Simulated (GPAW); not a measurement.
# A GW chain in GPAW: BaTe (honeycomb monolayer)

Wanted: ground state, empty states, screening and self-energy for BaTe (honeycomb monolayer).

Program: GPAW 26.7.0. Level of theory: PBE and many-body steps on it, plane waves. Results are calculated unless marked as measured.

## 1. The structure

The cell holds 2 atoms: 1 Ba and 1 Te. Cell: a = 5.575 Å, b = 5.575 Å, c = 11.400 Å, α = 90.0°, β = 90.0°, γ = 120.0°. Vacuum lies along c.

The start is a generated structure, not a measured one. Spin-orbit coupling is left out unless a step names it.

## 2. Relaxation

This step: GPAW 26.7.0; DFT, PBE, plane waves, PAW.

A relaxation at this level of theory: leftover forces would pass straight into the levels.

File run.py:

```python
import json
import numpy as np
from gpaw.mpi import world
from ase import Atoms
from ase.constraints import FixSymmetry
from ase.filters import FrechetCellFilter
from ase.optimize import BFGS
from gpaw import GPAW, PW, FermiDirac

atoms = Atoms(['Ba', 'Te'],
    cell=[[5.5753208438, 0.0000000000, 0.0000000000],
      [-2.7876604219, 4.8283694850, 0.0000000000],
      [0.0000000000, 0.0000000000, 11.4000000000]],
    scaled_positions=[[0.3333333333, 0.6666666667, 0.4824561404],
      [0.6666666667, 0.3333333333, 0.5175438596]],
    pbc=(True, True, False))
atoms.set_constraint(FixSymmetry(atoms))
atoms.calc = GPAW(mode=PW(550),
    xc='PBE',
    kpts={'size': (6, 6, 1), 'gamma': True},
    occupations=FermiDirac(0.02),
    convergence={'density': 1e-5},
    txt='relax.txt')
steps = []
opt = BFGS(FrechetCellFilter(atoms, mask=[1, 1, 0, 0, 0, 1]), logfile='bfgs.log')
opt.attach(lambda: steps.append([atoms.get_potential_energy(), atoms.cell[:], atoms.positions.copy(), atoms.get_forces()]))
converged = opt.run(fmax=0.03, steps=50)
res = {'converged': bool(converged), 'steps': steps, 'cell': atoms.cell[:], 'frac': atoms.get_scaled_positions()}

if world.rank == 0:
    with open('result.json', 'w') as f:
        json.dump(res, f, default=lambda x: x.tolist())
```

Launch:

```sh
$ mpirun -n 4 gpaw python run.py
```

Numbers of over 12 decimals in the logs are rounded to 6 here.

The log of the run:

```text
Step     Time          Energy          fmax
BFGS:    0        -7.419322        0.536592
BFGS:    1        -7.426710        0.416939
BFGS:    2        -7.438936        0.096891
[...]
BFGS:    8        -7.456898        0.092612
BFGS:    9        -7.457632        0.006401
```

Elapsed: 51 s, on 4 MPI ranks of Arm Neoverse V1, shared host; peak memory 1.3 GiB; 3.4 min of CPU time.

Relaxation path:

```
step  energy less that of the first step (eV)  largest force (eV/Å)
   1                                   0.0000                0.0209
   2                                  -0.0074                0.0395
   3                                  -0.0196                0.0969
   4                                  -0.0200                0.0993
   5                                  -0.0216                0.1028
   6                                  -0.0241                0.0973
   7                                  -0.0285                0.0744
   8                                  -0.0334                0.0401
   9                                  -0.0376                0.0115
  10                                  -0.0383                0.0024
```

The atoms that moved most (Å):

```
atom     dx     dy      dz  length
 Ba1  0.000  0.000   0.195   0.195
 Te2  0.000  0.000  -0.195   0.195
```

Final coordinates:

```xyz
2
Lattice="5.7173 0.0000 0.0000 -2.8587 4.9513 0.0000 0.0000 0.0000 11.4000" Properties=species:S:1:pos:R:3
Ba    0.0000    3.3009    5.6945
Te    2.8587    1.6504    5.7054
```

## 3. Ground state

The ground-state density comes first.

File run.py:

```python
import json
import numpy as np
from gpaw.mpi import world
from ase import Atoms
from gpaw import GPAW, PW, FermiDirac

atoms = Atoms(['Ba', 'Te'],
    cell=[[5.7173046457, 0.0000000000, 0.0000000000],
      [-2.8586523229, 4.9513310644, 0.0000000000],
      [0.0000000000, 0.0000000000, 11.4000000000]],
    scaled_positions=[[0.3333333333, 0.6666666667, 0.4995166541],
      [0.6666666667, 0.3333333333, 0.5004738094]],
    pbc=(True, True, False))
calc = GPAW(mode=PW(450),
    xc='PBE',
    kpts={'size': (6, 6, 1), 'gamma': True},
    occupations=FermiDirac(0.001),
    nbands=-7,
    convergence={'density': 1e-6, 'bands': -3},
    maxiter=100,
    txt='gs.txt')
atoms.calc = calc
res = {'energy': atoms.get_potential_energy()}
kpts = calc.get_ibz_k_points()
res['kpts'] = kpts
res['eigenvalues'] = [calc.get_eigenvalues(kpt=k) for k in range(len(kpts))]
res['n_electrons'] = calc.get_number_of_electrons()
calc.write('gs.gpw')

if world.rank == 0:
    with open('result.json', 'w') as f:
        json.dump(res, f, default=lambda x: x.tolist())
```

Launch:

```sh
$ mpirun -n 4 gpaw python run.py
```

The log of the run:

```text
__  _  _
 | _ |_)|_||  |
 |__||  | ||/\| - 26.7.0

Input parameters:
  mode=PW(ecut=450.000000),
  convergence={'density': 1e-06, 'bands': -3},
  kpts=MonkhorstPack(size=(6, 6, 1), gamma=True),
  maxiter=100,
  nbands=-7,
  occupations=Occupations(name='fermi-dirac', width=0.001, fixmagmom=False),
  xc=XC(name='PBE')
  [... matrices ...]
Diagonalizing LCAO Hamiltonian
Converting LCAO to pw mode

        Ba    Te

Atoms  # Å, Bohr magnetons
|   | symbol |         x |        y |        z |    initial magnetic moments |
| 0 |     Ba | -0.000000 | 3.300887 | 5.694490 | ( 0.0000,  0.0000,  0.0000) |
| 1 |     Te |  2.858652 | 1.650444 | 5.705401 | ( 0.0000,  0.0000,  0.0000) |

Unit cell  # Å
| periodic |         x |        y |         z |   lengths |     angles |
|      yes |  5.717305 | 0.000000 |  0.000000 |  5.717305 |  90.000000 |
|      yes | -2.858652 | 4.951331 |  0.000000 |  5.717305 |  90.000000 |
|       no |  0.000000 | 0.000000 | 11.400000 | 11.400000 | 120.000000 |

Number of symmetries: 6
Symmetry operations  # r_c * U_cc + t_c -> r_c
|   | kind |            matrix            |
| 0 |  σ   |  1, 1, 0,  0,-1, 0,  0, 0, 1 |
| 1 |  E   |  1, 0, 0,  0, 1, 0,  0, 0, 1 |
| 2 |  C3  |  0, 1, 0, -1,-1, 0,  0, 0, 1 |
| 3 |  σ   |  0,-1, 0, -1, 0, 0,  0, 0, 1 |
| 4 |  σ   | -1, 0, 0,  1, 1, 0,  0, 0, 1 |
| 5 |  C3  | -1,-1, 0,  1, 0, 0,  0, 0, 1 |

BZ-sampling:
  Number of BZ points: 36
  Number of IBZ points: 7

  Monkhorst-Pack size: [6, 6, 1]
  Monkhorst-Pack shift: [0.083333, 0.083333, 0.0]

K-points  # in reciprocal-cell coordinates
|   |                                coordinates |     weight |
| 0 | (  0.00000000,   0.00000000,   0.00000000) | 0.02777778 |
| 1 | (  0.16666667,   0.00000000,   0.00000000) | 0.16666667 |
| 2 | (  0.33333333,  -0.16666667,   0.00000000) | 0.16666667 |
| 3 | (  0.33333333,   0.00000000,   0.00000000) | 0.16666667 |
| 4 | (  0.33333333,   0.33333333,   0.00000000) | 0.05555556 |
| 5 | (  0.50000000,   0.33333333,   0.00000000) | 0.33333333 |
| 6 | (  0.50000000,   0.50000000,   0.00000000) | 0.08333333 |

Plane wave coefficients: 7020
Cutoff: 450.000000 eV

Spin-components: 1 (collinear spins)
Bands:           15
Projectors:      11
Spin-degeneracy: 2
Datatype:        complex128

  Storage: CPU
  Wave functions: 11_677_680 bytes (2_919_420 per core)
  Projectors: 17_127_264 bytes (4_281_816 per core)
  [... matrices ...]
Parallelization:
  kpt:    4
  domain: 1
  band:   1

Density:
  Valence electrons: 16.0
  Components: 1
  Grid points: [28 28 56]
  Charge: 0.0  # |e|

Potential:
  Grid points: [28 28 56]

species:
  Ba:
    name:    Barium
    Z:       56.0
    valence: 10
    core:    46
    charge:  0.0  # [|e|]
    compensation charges:
      type: gauss
      rc: 0.37  # [Å]
      lmax: 2
    cutoffs:
      filter: 2.06  # [Å]
      core: 2.33  # [Å]
    projectors
    | kind |    occ | energy [eV] | rcut [Å] |
    |   5s |  2.000 |     -33.644 |    1.164 |
    |   6s |  2.000 |      -3.229 |    1.164 |
    |   5p |  6.000 |     -18.744 |    1.164 |
    |    p |        |       0.000 |    1.164 |
    |    d |        |       0.000 |    1.164 |
    |    d |        |      27.211 |    1.164 |

    Using partial waves for Ba as LCAO basis

  Te:
    name:    Tellurium
    Z:       52.0
    valence: 6
    core:    46
    charge:  0.0  # [|e|]
    compensation charges:
      type: gauss
      rc: 0.36  # [Å]
      lmax: 2
    cutoffs:
      filter: 2.09  # [Å]
      core: 3.17  # [Å]
    projectors
    | kind |    occ | energy [eV] | rcut [Å] |
    |   5s |  2.000 |     -15.089 |    1.180 |
    |   5p |  4.000 |      -5.955 |    1.196 |
    |    s |        |      12.123 |    1.180 |
    |    p |        |      21.256 |    1.196 |
    |    d |        |       0.000 |    1.238 |

    Using partial waves for Te as LCAO basis

Reference energy: -406068.525945  # eV

eigensolver:
  PPCG
  Converge bands: -3
  niter=2

density mixing:
  MSR1-Mixer
  Pratt-step length: 0.05
  Maximum mixing coefficient: 0.75
  Old densities: 10
  SVD Regularization: 0.005
  Good broyden scale: 1.0
  Trust region scale: 1.0
  Backstep threshold: 4.0
  History deletion threshold: 6.0
  Fourier metric: weight=20.0, sigma=0.015

occupation numbers:
  Fermi-Dirac:
    width: 0.0010  # eV

poisson solver:
  ecut: 3600.000000  # eV

xc functional:
  name: PBE with 2 nearest neighbor stencil

Initialization done in: 0.852 s

convergence criteria:
- Maximum integral of absolute [dens]ity change: 1e-06 electrons / valence electron
- Maximum [total energy] change in last 3 cyles: 0.0005 eV / valence electron
- Maximum integral of absolute [eigenst]ate change: 4e-08 eV^2 / valence electron
maximum number of iterations: 100

SCF iterations
|iter     |     time |      energy | eigst |  dens |
|iter:   1|  |   -7.967198 | +1.98 |       |
|iter:   2|  |   -7.880059 | +0.39 | -0.92 |
|iter:   3|  |   -7.444619 | -0.64 | -0.96 |
|iter:   4|  |   -7.448611 | -0.42 | -1.46 |
|iter:   5|  |   -7.451565c| -0.96 | -1.90 |
|iter:   6|  |   -7.451804c| -1.15 | -2.53 |
|iter:   7|  |   -7.451812c| -0.67 | -3.34 |
|iter:   8|  |   -7.451813c| -1.61 | -3.86 |
|iter:   9|  |   -7.451813c| -2.52 | -4.27 |
|iter:  10|  |   -7.451813c| -3.44 | -4.98 |
|iter:  11|  |   -7.451813c| -4.13 | -5.61 |
|iter:  12|  |   -7.451813c| -4.93 | -6.02c|
|iter:  13|  |   -7.451813c| -5.56 | -6.79c|
|iter:  14|  |   -7.451813c| -6.34 | -7.32c|
|iter:  15|  |   -7.451813c| -6.92 | -7.87c|
|iter:  16|  |   -7.451813c| -7.51c| -8.16c|

Converged in 16 steps
SCF loop duration: 6.495 s (0.406 s/step)
Energy contributions relative to reference atoms: (reference = -406068.525945)
  [... matrices ...]
Energy contributions:
  Kinetic:          10.938579
  Coulomb:          -9.557299
  Zero:              0.128856
  External:          0.000000
  Xc:               -8.961949
  Entropy:          -0.000000
  Spinorbit:         0.000000
  ----------------------------
  Free energy:      -7.451813
  Extrapolated:     -7.451813

dipole moment: (-2.904452, 1.676793, -0.008331)  # |e|*Ang

Fermi level: -1.175
Eigenvalues  # (at kpt = [0.000, 0.000, 0.000])
| band index |      eig [eV] | occ [0-2] |
|          0 |       -29.458 |     2.000 |
|          1 |       -14.835 |     2.000 |
|          2 |       -14.613 |     2.000 |
|          3 |       -14.613 |     2.000 |
|          4 |       -10.698 |     2.000 |
|          5 |        -2.644 |     2.000 |
|          6 |        -2.644 |     2.000 |
|          7 |        -2.056 |     2.000 |
|          8 |         0.414 |     0.000 |
|          9 |         1.843 |     0.000 |
|         10 |         1.913 |     0.000 |
|         11 |         1.913 |     0.000 |
|         12 |         2.396 |     0.000 |
|         13 |         2.682 |     0.000 |
|         14 |         4.172 |     0.000 |

Gap: 2.469 eV
Transition (v -> c):
  (s=0, k=0, n=7, [0.00, 0.00, 0.00]) -> (s=0, k=0, n=8, [0.00, 0.00, 0.00])
No difference between direct/indirect transitions
vacuum-level: 2.401  # V
# Writing to gs.gpw (mode='')
  [... matrices ...]
```

Run time: 9.1 s. Hardware: 4 MPI ranks; peak memory 0.85 GiB.

This step gave:

* total energy: -7.452 eV
* gap: 2.469 eV
* k of the valence top: 0, 0, 0
* k of the conduction bottom: 0, 0, 0
* least direct gap: 2.469 eV

The gap is direct, at Γ.

## 4. Bands along the symmetry lines

Levels along a band path, at the cheap level, show where the edges lie and whether the meshes to come will hold them.

File run.py:

```python
import json
import numpy as np
from gpaw.mpi import world
from gpaw import GPAW

path = [[0.000000, 0.000000, 0.000000],
    [0.062500, 0.000000, 0.000000],
    [0.125000, 0.000000, 0.000000],
    [0.187500, 0.000000, 0.000000],
    [0.250000, 0.000000, 0.000000],
    [0.312500, 0.000000, 0.000000],
    [0.375000, 0.000000, 0.000000],
    [0.437500, 0.000000, 0.000000],
    [0.500000, 0.000000, 0.000000],
    [0.479167, 0.041667, 0.000000],
    [0.458333, 0.083333, 0.000000],
    [0.437500, 0.125000, 0.000000],
    [0.416667, 0.166667, 0.000000],
    [0.395833, 0.208333, 0.000000],
    [0.375000, 0.250000, 0.000000],
    [0.354167, 0.291667, 0.000000],
    [0.333333, 0.333333, 0.000000],
    [0.291667, 0.291667, 0.000000],
    [0.250000, 0.250000, 0.000000],
    [0.208333, 0.208333, 0.000000],
    [0.166667, 0.166667, 0.000000],
    [0.125000, 0.125000, 0.000000],
    [0.083333, 0.083333, 0.000000],
    [0.041667, 0.041667, 0.000000],
    [0.000000, 0.000000, 0.000000]]
calc = GPAW('gs.gpw').fixed_density(kpts=path,
    symmetry='off',
    nbands=18,
    convergence={'bands': 14},
    txt='bands.txt')
res = {}
kpts = calc.get_ibz_k_points()
res['kpts'] = kpts
res['eigenvalues'] = [calc.get_eigenvalues(kpt=k) for k in range(len(kpts))]
res['n_electrons'] = calc.get_number_of_electrons()

if world.rank == 0:
    with open('result.json', 'w') as f:
        json.dump(res, f, default=lambda x: x.tolist())
```

Launch:

```sh
$ mpirun -n 4 gpaw python run.py
```

The log of the run:

```text
Diagonalizing LCAO Hamiltonian
Converting LCAO to pw mode
convergence criteria:
- Maximum integral of absolute [eigenst]ate change: 4e-08 eV^2 / valence electron
maximum number of iterations: 100

SCF iterations
|iter     |     time |      energy | eigst |  dens |
|iter:   1|  |             | +2.10 |       |
|iter:   2|  |             | +0.85 |       |
|iter:   3|  |             | -0.13 |       |
[...]
|iter:   9|  |             | -5.76 |       |
|iter:  10|  |             | -6.75 |       |
|iter:  11|  |             | -7.46c|       |
SCF steps: 11
  __  _  _
 | _ |_)|_||  |
 |__||  | ||/\| - 26.7.0

Input parameters:
  mode=PW(ecut=450.000000),
  convergence={'bands': 14},
  gpts=array([28, 28, 56]),
  kpts=KPoints(kpts=array([[0.      , 0.      , 0.      ],
         [0.0625  , 0.      , 0.      ],
         [0.125   , 0.      , 0.      ],
         [0.1875  , 0.      , 0.      ],
[...]
[0.479167, 0.041667, 0.      ],
         [0.458333, 0.083333, 0.      ],
[...]
[0.416667, 0.166667, 0.      ],
[...]
[0.25    , 0.25    , 0.      ],
[...]
[0.125   , 0.125   , 0.      ],
         [0.083333, 0.083333, 0.      ],
         [0.041667, 0.041667, 0.      ],
         [0.      , 0.      , 0.      ]])),
  maxiter=100,
  nbands=18,
  occupations=Occupations(name='fermi-dirac', width=0.001, fixmagmom=False),
  parallel={},
  symmetry=Symmetry(point_group=False, time_reversal=False),
  xc=XC(name='PBE')
  [... matrices ...]
timing:  # [seconds]
  Total: 0.028  # ━━━━━━━━━━━━━━━━━━━━━━━━━━━━━━━━━━━━━━━━━━━━━━━━━━━━━━━━━━━
```

It took 15 s on 4 MPI ranks; peak memory 0.93 GiB.

This step gave:

```yaml
gap: 2.469 eV
k_of_the_valence_top: 0, 0, 0
k_of_the_conduction_bottom: 0, 0, 0
least_direct_gap: 2.469 eV
```

The gap is 2.469 eV, as in the run before at this level.

Electronic bands along the path, in eV, zero at the top of the highest filled band; v1 is the highest filled band, c1 the lowest empty one:

```
  point     v4     v3     v2     v1    c1    c2    c3    c4
      Γ  -8.64  -0.59  -0.59   0.00  2.47  3.90  3.97  3.97
halfway  -8.49  -0.73  -0.34  -0.06  2.87  3.82  4.00  4.49
      M  -8.33  -0.77  -0.12  -0.03  3.34  3.40  3.68  3.87
halfway  -8.31  -0.75  -0.12  -0.03  3.15  3.32  3.38  4.42
      K  -8.29  -0.72  -0.12  -0.03  2.96  3.16  3.43  4.89
halfway  -8.45  -0.74  -0.27  -0.08  2.97  3.61  4.13  4.23
      Γ  -8.64  -0.59  -0.59   0.00  2.47  3.90  3.97  3.97
```

The electronic bands as a text plot (rows in eV, shown from -8.0 to 4.5 only):

```
    4.2 |++++++++++++++       ++++++             ++++++++++++++++
    3.7 |+   ++++++++++++++++++++      ++++      ++++++++++++   +
    3.2 |            ++++++++++++++++++++++++++++++++++
    2.6 |++++++++++++                                  ++++++++++
    2.1 |
    1.6 |
    1.1 |
    0.6 |
    0.0 |********************************************************
   -0.5 |**************               ********      *************
   -1.0 |            *****************        *********
   -1.5 |
   -2.0 |
   -2.6 |
   -3.1 |
   -3.6 |
   -4.1 |
   -4.6 |
   -5.1 |
   -5.7 |
   -6.2 |
   -6.7 |
   -7.2 |
   -7.7 |
         Γ                   M           K                      Γ
```

## 5. Empty states on the mesh, 6×6×1 mesh, 350 bands

The sums over transitions need many empty states on a uniform mesh; this step solves for them.

File run.py:

```python
import json
import numpy as np
from gpaw.mpi import world
from gpaw import GPAW

calc = GPAW('gs.gpw').fixed_density(kpts={'size': (6, 6, 1), 'gamma': True},
    nbands=408,
    convergence={'bands': 350},
    txt='nscf.txt')
calc.write('full.gpw', mode='all')
res = {}
kpts = calc.get_ibz_k_points()
res['kpts'] = kpts
res['eigenvalues'] = [calc.get_eigenvalues(kpt=k) for k in range(len(kpts))]
res['n_electrons'] = calc.get_number_of_electrons()

if world.rank == 0:
    with open('result.json', 'w') as f:
        json.dump(res, f, default=lambda x: x.tolist())
```

Launch:

```sh
$ mpirun -n 4 gpaw python run.py
```

The log of the run:

```text
Diagonalizing LCAO Hamiltonian
Converting LCAO to pw mode
convergence criteria:
- Maximum integral of absolute [eigenst]ate change: 4e-08 eV^2 / valence electron
maximum number of iterations: 100

SCF iterations
|iter     |     time |      energy | eigst |  dens |
|iter:   1|  |             | +4.78 |       |
|iter:   2|  |             | +3.59 |       |
|iter:   3|  |             | +2.46 |       |
[...]
|iter:  17|  |             | -7.06 |       |
|iter:  18|  |             | -7.30 |       |
|iter:  19|  |             | -7.62c|       |
SCF steps: 19
  __  _  _
 | _ |_)|_||  |
 |__||  | ||/\| - 26.7.0

Input parameters:
  mode=PW(ecut=450.000000),
  convergence={'bands': 350},
  gpts=array([28, 28, 56]),
  kpts=MonkhorstPack(size=(6, 6, 1), gamma=True),
  maxiter=100,
  nbands=408,
  occupations=Occupations(name='fermi-dirac', width=0.001, fixmagmom=False),
  parallel={},
  xc=XC(name='PBE')
# Writing to full.gpw (mode='all')
  [... matrices ...]

timing:  # [seconds]
  Total: 0.129  # ━━━━━━━━━━━━━━━━━━━━━━━━━━━━━━━━━━━━━━━━━━━━━━━━━━━━━━━━━━━
```

Elapsed: 5.1 min, on 4 MPI ranks; peak memory 1.7 GiB; 20 min of CPU time.

This step gave:

| Property | Result |
| --- | --- |
| gap | 2.469 eV |
| k of the valence top | 0, 0, 0 |
| k of the conduction bottom | 0, 0, 0 |
| least direct gap | 2.469 eV |
| k points computed | 7 |
| lowest point of the top converged band, above the valence top | 59.9197 eV |

On this mesh the gap is 2.469 eV.

[end of part 1 of 2]

[Paths, hosts, dates, memory and timing lines, banners, echoed tables and standing remarks are left out of the program output.]

[Logs are printed without paths, hosts, clocks, repeated set-up lines and the standing remarks that a program may print on its own settings, such as how far it seeks lower states.]

[Runs of the session that timed out or met a known fault of the program may be left out.]

[Hosts, paths, dates, database ids (printed as entryN), source tags and the programs' standing remarks are cut or masked in the printed files.]
